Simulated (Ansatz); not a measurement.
# TaN/AlN/HfN: conductance against the thickness of the layer, part 5 of 7

Aim: the conductance of TaN/AlN/HfN junctions as the barrier thickens. The lower electrode is TaN rock salt(111), the upper one HfN rock salt(111); the barrier is AlN wurtzite(0001) (whole bilayers). In the first transport cell, after relaxation, the nearest pair of electrode and barrier is Ta–N at 2.08 Å, along the normal, at the lower face and Hf–Al at 3.02 Å, at a slant, at the upper one. All share a net of side 3.128 Å, which strains the lower electrode by +0.1 %, the upper one by -2.4 % and the barrier by -0.1 %, against typed lattice constants near PBE's. The first steps treat the bulk electrodes alone.

Ansatz 0.2.0; PBE DFT, plane waves, PAW files (the session's first sound run).

So far, transmission at the Fermi level (a spin, zone mean): step 5 (the open system: T(E)) 5.2e-4. Also channels of the lower lead: step 5 1.88.

**6. Conductance, atomic planes in the barrier 4, gap between the electrodes 7.6 Å**

Level of this step: PBE DFT, plane waves, PAW files; ballistic transmission by layer matching between semi-infinite leads (Ansatz).

System of this step: TaN/AlN/HfN. The cell holds 34 atoms: 8 Ta, 16 N, 2 Al and 8 Hf. Its edges and angles: a = 3.128 Å, b = 3.128 Å, c = 58.186 Å, α = 90.0°, β = 90.0°, γ = 120.0°. Regions: left electrode, 15 atoms (8 Ta and 7 N); barrier, 4 atoms (2 N and 2 Al); right electrode, 15 atoms (8 Hf and 7 N). Vacuum lies along c.

The conductance needs T(E) within ten thermal energies of the Fermi level, on steps under 1.5 kT, and a finer mesh (30×30), since the current can rest on few wavevectors.

input.yaml reads:

```yaml
crystal:
  lattice:
    - [3.128, 0.0, 0.0]
    - [-1.564, 2.708927463, 0.0]
    - [0.0, 0.0, 58.1863571728]
  atoms:
    - { symbol: Ta, position: [0.33333333, 0.66666667, 0.1203031147] }
    - { symbol: "N", position: [0.66666667, 0.33333333, 0.142154743] }
    - { symbol: Ta, position: [0.0, 0.0, 0.1640063714] }
    - { symbol: "N", position: [0.33333333, 0.66666667, 0.1858579998] }
    - { symbol: Ta, position: [0.66666667, 0.33333333, 0.2077096281] }
    - { symbol: "N", position: [0.0, 0.0, 0.2295612565] }
    - { symbol: Ta, position: [0.33333333, 0.66666667, 0.2514128848] }
    - { symbol: "N", position: [0.66666667, 0.33333333, 0.2732645132] }
    - { symbol: Ta, position: [0.0, 0.0, 0.2951161415] }
    - { symbol: "N", position: [0.33333333, 0.66666667, 0.3169677699] }
    - { symbol: Ta, position: [0.66666667, 0.33333333, 0.3388193983] }
    - { symbol: "N", position: [0.0, 0.0, 0.3606710266] }
    - { symbol: Ta, position: [0.33333333, 0.66666667, 0.382522655] }
    - { symbol: "N", position: [0.66666667, 0.33333333, 0.4043742833] }
    - { symbol: Ta, position: [0.0, 0.0, 0.4275486852] }
    - { symbol: "N", position: [0.0, 0.0, 0.4633540626] }
    - { symbol: Al, position: [0.33333333, 0.66666667, 0.4727753449] }
    - { symbol: "N", position: [0.33333333, 0.66666667, 0.5057476066] }
    - { symbol: Al, position: [0.0, 0.0, 0.516473543] }
    - { symbol: Hf, position: [0.33333333, 0.66666667, 0.558162671] }
    - { symbol: "N", position: [0.66666667, 0.33333333, 0.5789880363] }
    - { symbol: Hf, position: [0.0, 0.0, 0.6021194862] }
    - { symbol: "N", position: [0.33333333, 0.66666667, 0.6252509362] }
    - { symbol: Hf, position: [0.66666667, 0.33333333, 0.6483823861] }
    - { symbol: "N", position: [0.0, 0.0, 0.671513836] }
    - { symbol: Hf, position: [0.33333333, 0.66666667, 0.6946452859] }
    - { symbol: "N", position: [0.66666667, 0.33333333, 0.7177767359] }
    - { symbol: Hf, position: [0.0, 0.0, 0.7409081858] }
    - { symbol: "N", position: [0.33333333, 0.66666667, 0.7640396357] }
    - { symbol: Hf, position: [0.66666667, 0.33333333, 0.7871710856] }
    - { symbol: "N", position: [0.0, 0.0, 0.8103025355] }
    - { symbol: Hf, position: [0.33333333, 0.66666667, 0.8334339855] }
    - { symbol: "N", position: [0.66666667, 0.33333333, 0.8565654354] }
    - { symbol: Hf, position: [0.0, 0.0, 0.8796968853] }
kpoints:
  mp_grid: { grid: [12, 12, 1] }
scf:
  occupations: { method: fermi_dirac, width: 0.1 }
  max_iter: 150
hamiltonian:
  xc: pbe
output:
  transmission:
    kmesh: [30, 30]
    e_range: [-0.26, 0.27]
    de: 0.0375
    leads: [[6, 8], [26, 28]]
```

Run with:

```sh
$ ansatz run input.yaml --threads 4 --pin off --max-ram 12288MiB --backend cpu --events-out ev --progress --plain --runs-dir out
```

Numbers of over 12 decimals in the logs are rounded to 6 here.

The log of the run:

```text
[...]
Crystal: 34 atoms, lattice volume = 493.044 Å³
Basis set: ecut = 420 eV, 9543 PW (Γ)
Bands: 239, of which v1, the nominal top of the filled ones, is band 199 counted from 1 (198 counted from 0)
Symmetry: 6 space group operations
[...]
k-points: 19 of 144 (time reversal used)
[...]
SCF iter   1: F=—  HF=-212485.712549 eV  |F-HF|=—  |Δ(HF+E_count)|=         —  Δρ=1.35e-2  dr2=1.43e2  ethr=1.77e-3  ⟨swp⟩=6.9  Hψ=19365  notcnv=0  defer=41
[...]
SCF iter  11: F=-212484.936632 eV  HF=-212484.936632 eV  |F-HF|=5.81e-8  |Δ(HF+E_count)|=   3.58e-9  Δρ=1.34e-6  dr2=6.79e-8  ethr=2.51e-11  ⟨swp⟩=3.2  Hψ=9509  notcnv=0
SCF 1 converged in 11 iterations: F = -212484.936632 eV  dr2 = 6.79e-8
[...]
transmission: 377 of 3731 steps passed
transmission: 750 of 3731 steps passed
[...]
transmission: 3731 of 3731 steps passed
SCF converged after 11 iterations
Free energy (F): -212484.936632 eV
[...]
Internal energy: -212484.481355 eV  (E = F + TS)
E sigma→0 (E₀):  -212484.708994 eV
Entropy (-TS):   -0.455278 eV (-13.391 meV/atom)
Fermi energy:    15.818727 eV
[...]
--- Band table (eV; the first three rows and the last of 19) ---
  k-point 0: bands = [... 195 lower, 14.8103, 14.8332, 15.1310, 15.2972, 15.4752, 15.4981, 15.4981, 15.8077, ... 36 higher]
  k-point 1: bands = [... 195 lower, 15.0159, 15.1076, 15.1169, 15.2897, 15.4131, 15.5554, 15.6271, 15.6612, ... 36 higher]
  k-point 2: bands = [... 195 lower, 14.9690, 15.0072, 15.3224, 15.3440, 15.5306, 15.6253, 15.8271, 15.9029, ... 36 higher]
  k-point 18: bands = [... 195 lower, 15.6033, 15.8991, 15.9468, 16.2636, 16.3200, 16.4818, 16.6618, 16.7231, ... 36 higher]
--- Transmission ---
  basis      : 73 plane waves across, 41 finite elements along
  points     : 91, standing for a mesh of 30 x 30
  filling    : by the input's occupations and mesh, since the crystals that have channels conduct as metals do. If one of these is a semiconductor, that mesh has misplaced its level
[...]
filled         : 13.4 meV under the level at which it is neutral
    channels       : 1.846667e0 a spin
    conductance    : 1.6788e15 S/m² at 300 K; may be off by some 0.0 % by where its bands' edges are placed, 3.3 % from the k-mesh, 0.0 % from the distance to neutral
    slowest decay  : 0.0242 /Å at (0.3333, 0.3333)
[...]
filled         : 23.7 meV under the level at which it is neutral
    channels       : 1.240000e0 a spin
[...]
slowest decay  : 0.1684 /Å at (0.3333, 0.3000)
  junction   : crystal 0 to crystal 1, 17.05 to 40.26 Å
    transmission   : 2.639812e-2 a spin
    conductance    : 2.2955e13 S/m² at 300 K (2.5200e13 on every other point, 2.3142e13 on every other energy)
    error estimate : 0.8 % from the energy spacing and 0.0 % from band edges of the leads and from resonances (wavevectors taken as independent; lower de), 9.5 % from the k-mesh, 22.4 % from the steps of its leads' Hamiltonians or their offsets (lay more layers), 0.2 % from the distance to neutral
    resistance     : 4.2826e-2 Ω µm² beyond half of each lead's own
```

Elapsed: 4.4 min, on 4 threads of Arm Neoverse V1, shared host; peak memory 3.4 GiB.

This step gave:

```yaml
free_energy: -212484.9366 eV
fermi_energy: 15.82 eV
transmission_at_the_fermi_level_a_spin_zone_mean: 0.02640
channels_of_the_lower_lead: 1.847
channels_of_the_upper_lead: 1.24
potential_step_in_the_lower_lead: 23.1 meV
ballistic_conductance_of_the_lower_lead: 1.68e15 S/m²
potential_step_in_the_upper_lead: 12.5 meV
ballistic_conductance_of_the_upper_lead: 1.14e15 S/m²
junction_conductance: 2.30e13 S/m²
error_estimates_by_source_in_the_log_s_order: 0.8, 0, 9.5, 22.4, 0.2 %
resistance_area_product_beyond_the_leads: 0.04283 Ω um²
```

One spin. The transmission, zone mean by energy, zero at the Fermi level:

| energy (eV) | transmission, zone mean |
| --- | --- |
| -0.260 | 0.0244 |
| -0.223 | 0.0252 |
| -0.185 | 0.0257 |
| -0.147 | 0.0264 |
| -0.110 | 0.0260 |
| -0.072 | 0.0262 |
| -0.035 | 0.0248 |
| 0.003 | 0.0264 |
| 0.040 | 0.0236 |
| 0.077 | 0.0275 |
| 0.115 | 0.0299 |
| 0.152 | 0.0256 |
| 0.190 | 0.0227 |
| 0.228 | 0.0220 |
| 0.265 | 0.0230 |

One spin. Open channels, zone mean against energy, zero at the Fermi level:

| energy (eV) | lower lead | upper lead |
| --- | --- | --- |
| -0.260 | 1.81 | 1.14 |
| -0.223 | 1.84 | 1.14 |
| -0.185 | 1.87 | 1.14 |
| -0.147 | 1.83 | 1.16 |
| -0.110 | 1.88 | 1.16 |
| -0.072 | 1.81 | 1.19 |
| -0.035 | 1.83 | 1.23 |
| 0.003 | 1.85 | 1.24 |
| 0.040 | 1.87 | 1.27 |
| 0.077 | 1.78 | 1.3 |
| 0.115 | 1.81 | 1.31 |
| 0.152 | 1.86 | 1.33 |
| 0.190 | 1.86 | 1.36 |
| 0.228 | 1.86 | 1.41 |
| 0.265 | 1.87 | 1.45 |

Transmission over k1 and k2. At 0.0025 eV from the Fermi level.

Ten even steps from '0' (0.000) to '9' (0.186), each cell a mean:
```
000000022200000000002112111100
001100002220000000004433034520
000000003332000000002343003531
100000001222100000001123000221
220000000111110000001222122222
230321000008700000123122124421
120432210000000001123312012531
100132217010000100712230010110
000001118000111100071210000000
000000010000011110000100000000
000000000010111111101000000100
000000000000001111000000000000
000000000115000111100061100000
000000002213700100000091222000
114412012332110100001001223401
212541121142110000660000113403
222333122210000001221100000002
112100021010000000122200000000
112420034210000000023320000000
003543034440000100003330000110
000221121220000000001111000000
000002022020000000002122010000
```
Columns: k1 (b1) from -0.5 to 0.467; rows upwards: k2 (b2) from -0.5 to 0.467.

G = 2.3e13 S/m² (1/G = 0.0436 Ω µm²). The largest error estimate is 22 %, from the leads' potential steps. In the worse lead the potential repeats within 23 meV, which the program lets pass, though it still puts 22 % of error on the junction's conductance through them. By hand, Landauer's formula with T at one energy: G = (e²/h) ΣT / A = 3.874e-5 S × 0.0528 / 8.474 Å² = 2.4e13 S/m², with T summed over both spins. The printed value averages T over the Fermi window and is 0.95 times this.

**7. Conductance on a fine mesh, 38 atoms**

System of this step: TaN/AlN/HfN. The cell holds 38 atoms: 8 Ta, 18 N, 4 Al and 8 Hf. Its edges and angles: a = 3.128 Å, b = 3.128 Å, c = 63.206 Å, α = 90.0°, β = 90.0°, γ = 120.0°. Regions: left electrode, 15 atoms (8 Ta and 7 N); barrier, 8 atoms (4 N and 4 Al); right electrode, 15 atoms (8 Hf and 7 N). Vacuum lies along c.

Barrier layers are added or taken out in the middle, and the relaxed faces stay.

input.yaml reads:

```yaml
crystal:
  lattice:
    - [3.128, 0.0, 0.0]
    - [-1.564, 2.708927463, 0.0]
    - [0.0, 0.0, 63.2059793135]
  atoms:
    - { symbol: Ta, position: [0.33333333, 0.66666667, 0.1107490158] }
    - { symbol: "N", position: [0.66666667, 0.33333333, 0.1308652558] }
    - { symbol: Ta, position: [0.0, 0.0, 0.1509814959] }
    - { symbol: "N", position: [0.33333333, 0.66666667, 0.1710977359] }
    - { symbol: Ta, position: [0.66666667, 0.33333333, 0.191213976] }
    - { symbol: "N", position: [0.0, 0.0, 0.211330216] }
    - { symbol: Ta, position: [0.33333333, 0.66666667, 0.2314464561] }
    - { symbol: "N", position: [0.66666667, 0.33333333, 0.2515626961] }
    - { symbol: Ta, position: [0.0, 0.0, 0.2716789362] }
    - { symbol: "N", position: [0.33333333, 0.66666667, 0.2917951762] }
    - { symbol: Ta, position: [0.66666667, 0.33333333, 0.3119114163] }
    - { symbol: "N", position: [0.0, 0.0, 0.3320276563] }
    - { symbol: Ta, position: [0.33333333, 0.66666667, 0.3521438964] }
    - { symbol: "N", position: [0.66666667, 0.33333333, 0.3722601364] }
    - { symbol: Ta, position: [0.0, 0.0, 0.3935940994] }
    - { symbol: "N", position: [0.0, 0.0, 0.4265559252] }
    - { symbol: Al, position: [0.33333333, 0.66666667, 0.4352289986] }
    - { symbol: "N", position: [0.33333333, 0.66666667, 0.4655827059] }
    - { symbol: Al, position: [0.0, 0.0, 0.4749956868] }
    - { symbol: "N", position: [0.0, 0.0, 0.505297043] }
    - { symbol: Al, position: [0.33333333, 0.66666667, 0.5147306659] }
    - { symbol: "N", position: [0.33333333, 0.66666667, 0.5449995932] }
    - { symbol: Al, position: [0.0, 0.0, 0.5548737092] }
    - { symbol: Hf, position: [0.33333333, 0.66666667, 0.5932520164] }
    - { symbol: "N", position: [0.66666667, 0.33333333, 0.612423496] }
    - { symbol: Hf, position: [0.0, 0.0, 0.6337179182] }
    - { symbol: "N", position: [0.33333333, 0.66666667, 0.6550123404] }
    - { symbol: Hf, position: [0.66666667, 0.33333333, 0.6763067625] }
    - { symbol: "N", position: [0.0, 0.0, 0.6976011847] }
    - { symbol: Hf, position: [0.33333333, 0.66666667, 0.7188956069] }
    - { symbol: "N", position: [0.66666667, 0.33333333, 0.740190029] }
    - { symbol: Hf, position: [0.0, 0.0, 0.7614844512] }
    - { symbol: "N", position: [0.33333333, 0.66666667, 0.7827788734] }
    - { symbol: Hf, position: [0.66666667, 0.33333333, 0.8040732955] }
    - { symbol: "N", position: [0.0, 0.0, 0.8253677177] }
    - { symbol: Hf, position: [0.33333333, 0.66666667, 0.8466621399] }
    - { symbol: "N", position: [0.66666667, 0.33333333, 0.8679565621] }
    - { symbol: Hf, position: [0.0, 0.0, 0.8892509842] }
kpoints:
  mp_grid: { grid: [12, 12, 1] }
scf:
  occupations: { method: fermi_dirac, width: 0.1 }
  max_iter: 150
hamiltonian:
  xc: pbe
output:
  transmission:
    kmesh: [30, 30]
    e_range: [-0.26, 0.27]
    de: 0.0375
    leads: [[6, 8], [30, 32]]
```

The log of the run:

```text
[...]
Crystal: 38 atoms, lattice volume = 535.577 Å³
Basis set: ecut = 420 eV, 10375 PW (Γ)
Bands: 249, of which v1, the nominal top of the filled ones, is band 207 counted from 1 (206 counted from 0)
Symmetry: 6 space group operations
[...]
k-points: 19 of 144 (time reversal used)
[...]
SCF iter   1: F=—  HF=-214334.012999 eV  |F-HF|=—  |Δ(HF+E_count)|=         —  Δρ=1.15e-2  dr2=8.74e1  ethr=1.77e-3  ⟨swp⟩=7.2  Hψ=20487  notcnv=0  defer=48
[...]
SCF iter  10: F=-214333.430200 eV  HF=-214333.430200 eV  |F-HF|=3.51e-8  |Δ(HF+E_count)|=   4.16e-8  Δρ=2.09e-6  dr2=6.01e-8  ethr=2.42e-11  ⟨swp⟩=16.5  Hψ=21580  notcnv=0
SCF 1 converged in 10 iterations: F = -214333.430200 eV  dr2 = 6.01e-8
[...]
transmission: 431 of 4277 steps passed
transmission: 858 of 4277 steps passed
[...]
transmission: 4277 of 4277 steps passed
SCF converged after 10 iterations
Free energy (F): -214333.430200 eV
[...]
Internal energy: -214332.975044 eV  (E = F + TS)
E sigma→0 (E₀):  -214333.202622 eV
Entropy (-TS):   -0.455155 eV (-11.978 meV/atom)
Fermi energy:    15.285613 eV
[...]
--- Band table (eV; the first three rows and the last of 19) ---
  k-point 0: bands = [... 203 lower, 14.2767, 14.2996, 14.6027, 14.7623, 14.9431, 14.9644, 14.9644, 15.2741, ... 38 higher]
  k-point 1: bands = [... 203 lower, 14.4823, 14.5747, 14.5841, 14.7564, 14.8819, 15.0243, 15.0922, 15.1275, ... 38 higher]
  k-point 2: bands = [... 203 lower, 14.4354, 14.4737, 14.7890, 14.8099, 14.9969, 15.0918, 15.2939, 15.3694, ... 38 higher]
  k-point 18: bands = [... 203 lower, 15.0701, 15.3659, 15.4049, 15.7322, 15.7865, 15.9439, 16.1276, 16.1897, ... 38 higher]
--- Transmission ---
  basis      : 73 plane waves across, 47 finite elements along
  points     : 91, standing for a mesh of 30 x 30
[...]
filled         : 13.1 meV under the level at which it is neutral
    channels       : 1.846667e0 a spin
[...]
slowest decay  : 0.0242 /Å at (0.3333, 0.3333)
[...]
filled         : 23.6 meV under the level at which it is neutral
    channels       : 1.240000e0 a spin
[...]
slowest decay  : 0.1684 /Å at (0.3333, 0.3000)
  junction   : crystal 0 to crystal 1, 17.05 to 45.28 Å
    transmission   : 4.650719e-4 a spin
[...]
resistance     : 2.4198e0 Ω µm² beyond half of each lead's own
```

It took 4.9 min on 4 threads; peak memory 3.8 GiB.

Numbers from this step:

```
free energy                                         : -214333.4302 eV
Fermi energy                                        : 15.29 eV
transmission at the Fermi level (a spin, zone mean) : 4.65e-4
potential step in the lower lead                    : 23.2 meV
potential step in the upper lead                    : 12.9 meV
junction conductance                                : 4.13e11 S/m²
error estimates by source, in the log's order       : 0.6, 0, 9.4, 26.7, 5.2 %
resistance-area product beyond the leads            : 2.420 Ω um²
```

One spin. Table of transmission, zone mean by energy, zero at the Fermi level:

| energy (eV) | transmission, zone mean |
| --- | --- |
| -0.260 | 4.3e-4 |
| -0.223 | 4.3e-4 |
| -0.185 | 4.2e-4 |
| -0.147 | 4.4e-4 |
| -0.110 | 4.2e-4 |
| -0.072 | 4.4e-4 |
| -0.035 | 4.0e-4 |
| 0.003 | 4.7e-4 |
| 0.040 | 4.8e-4 |
| 0.077 | 5.7e-4 |
| 0.115 | 6.4e-4 |
| 0.152 | 5.5e-4 |
| 0.190 | 4.2e-4 |
| 0.228 | 3.6e-4 |
| 0.265 | 3.5e-4 |

One spin. Table of open channels, zone mean by energy, zero at the Fermi level:

| energy (eV) | lower lead | upper lead |
| --- | --- | --- |
| -0.260 | 1.82 | 1.14 |
| -0.223 | 1.84 | 1.14 |
| -0.185 | 1.87 | 1.14 |
| -0.147 | 1.83 | 1.16 |
| -0.110 | 1.88 | 1.16 |
| -0.072 | 1.81 | 1.2 |
| -0.035 | 1.83 | 1.23 |
| 0.003 | 1.85 | 1.24 |
| 0.040 | 1.87 | 1.27 |
| 0.077 | 1.78 | 1.3 |
| 0.115 | 1.81 | 1.31 |
| 0.152 | 1.86 | 1.33 |
| 0.190 | 1.86 | 1.36 |
| 0.228 | 1.86 | 1.41 |
| 0.265 | 1.87 | 1.45 |

Transmission over k1 and k2. At 0.0025 eV from the Fermi level.

Ten even steps from '0' (0.00 × 1e-3) to '9' (3.09 × 1e-3), each cell a mean:
```
124610022200044310000033201000
246520000000014553101333133200
022210000000000122100232002320
100000000000000000000023000221
210000000000000000000233121223
320000000007700000000023223322
110000000000000100000002001220
000000007011000100700000000000
220000008000222310070000001300
144100000000256631000000002620
126310000021257874211000001551
112620000001014775200000000153
200410000005001433200060000013
000100000002701210111090000000
101210010000000100001000000001
212331231000000000660000000002
332322233200000000210000000002
112100022000000000000000000000
002310023100011100000000001110
201333033310245420000000001465
100111232110012453000111001652
111200233100211112200233100311
```
Columns: k1 (b1) from -0.5 to 0.467; rows upwards: k2 (b2) from -0.5 to 0.467.

G = 4.1e11 S/m² (1/G = 2.42 Ω µm²), 0.018 times the step before of this kind. The largest error estimate is 27 %, from the leads' potential steps. In the worse lead the potential repeats within 23 meV, which the program lets pass, though it still puts 27 % of error on the junction's conductance through them.

(Part 5 of 7 ends here.)

[Logs are printed without paths, hosts, clocks, repeated set-up lines and the standing remarks that a program may print on its own settings, such as how far it seeks lower states.]

[Hosts, paths, dates, database ids (printed as entryN), source tags and the programs' standing remarks are cut or masked in the printed files.]
